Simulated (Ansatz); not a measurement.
LiH (zincblende), relaxed with r2SCAN in Ansatz 0.2.0. It is cubic, F-43m (No. 216); conventional cell a = 4.290 Å, 9.87 Å³ an atom. Around Li lie 4 H at 1.86 Å; around H lie 4 Li at 1.86 Å.

The axes x, y and z are those of this cell:
```xyz
2
Lattice="0.0000 2.1451 2.1451 2.1451 0.0000 2.1451 2.1451 2.1451 0.0000" Properties=species:S:1:pos:R:3 pbc="T T T"
Li    0.0000    0.0000    0.0000
H     1.0726    1.0726    1.0726
```

Unstrained: The PBE gap is indirect, 4.196 eV (W to L), below the direct gap of 5.260 eV at k = (-0.150, -0.075, 0.425). r2SCAN gives an indirect gap of 4.719 eV, from W to L; the least direct gap is 5.797 eV at L. With HSE06 the valence top lies at W and the conduction bottom at L, 5.245 eV higher; the smallest vertical gap, at k = (-0.150, -0.075, 0.425), is 6.410 eV. Meshes: PBE 10×10×10, r2SCAN 10×10×10, HSE06 8×8×8. Strains are changes of length per length, and xy shears are angles. After each strain the atoms were relaxed again with r2SCAN within the symmetry that the strain leaves, so tilts or polar shifts that break it weren't tested; points keep the names that they have in the unstrained zone. No spin polarisation. The prototype was imposed, so other structures may be more stable.

Problem. Apply xy shear, engineering strain (angle) -2.04 %. How far does the gap move, against the unstrained cell?

Solution. HSE06: the gap goes from 5.245 to 5.207 eV (-0.038 eV).

Problem. One strain changed the r2SCAN stress by xx -2.25, yy -2.25, zz -2.25, xy +1.11, xz +1.11, yz +1.11 GPa (compression positive) and the gap by -0.232 eV (PBE), -0.248 eV (r2SCAN), -0.252 eV (HSE06). Which kind of strain was it, and roughly how large?

Solution. Epitaxial +5.67 % in the plane normal to [111], free normal strain -1.31 %. The pattern of the stress gives the kind; the size needs the stiffness, so it is an estimate.

Problem. Apply uniaxial -1.05 % along x, other directions held. How far does the gap move, against the unstrained cell?

Solution. HSE06: the gap goes from 5.245 to 5.253 eV (+0.008 eV).

Coordinates of k points refer to the reciprocal vectors of the primitive cell of the runs.

The meshes of the hybrids are coarse, so their gaps aren't converged to the digits shown.
